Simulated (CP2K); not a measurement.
The system is Ga.

```
CELL_PARAMETERS angstrom
2.77842 0.00000 0.00000
0.00000 3.28161 0.00000
-1.34343 0.00000 3.99027
ATOMIC_POSITIONS crystal
Ga 0.13460 0.75000 0.77017
Ga 0.86540 0.25000 0.22983
```

This isn't the form of Ga at room conditions, which is orthorhombic.

Program: CP2K 2026.2. Alike in all runs: no spin polarisation; cell as given.

Task: Order these runs on this cell by their pressure, lowest first.
A. level BLYP; potentials or basis GTH_POTENTIALS Ga GTH-BLYP-q13; DZVP-MOLOPT-SR-GTH basis; k mesh 8 × 6 × 5; smearing fermi-dirac 0.05 eV; EPS_DEFAULT 1.0E-9; basis sets Ga DZVP-MOLOPT-SR-GTH-q13; potentials Ga GTH-BLYP-q13 of GTH_POTENTIALS
B. level r2SCAN; potentials or basis POTENTIAL_UZH Ga GTH-SCAN-q13; TZVP-MOLOPT-SCAN-GTH basis; k mesh 10 × 8 × 7; smearing fermi-dirac 0.1 eV; EPS_DEFAULT 1.0E-10; basis sets Ga TZVP-MOLOPT-SCAN-GTH-q13; potentials Ga GTH-SCAN-q13 of POTENTIAL_UZH; points a segment of the path (NPOINTS) 10; bands added on the path 4
C. level LDA; potentials or basis GTH_POTENTIALS Ga GTH-PADE-q13; TZVP-MOLOPT-PBE-GTH basis; k mesh 10 × 8 × 7; smearing fermi-dirac 0.0259 eV; EPS_DEFAULT 1.0E-10; basis sets Ga TZVP-MOLOPT-PBE-GTH-q13; potentials Ga GTH-PADE-q13 of GTH_POTENTIALS; points a segment of the path (NPOINTS) 10; bands added on the path 4

Result: C (-2.4 GPa), B (0.0 GPa), A (9.1 GPa).

Caveats: the basis of atomic orbitals isn't converged, which shifts pressures, moduli and gaps.

Not every run made on this cell is shown here.
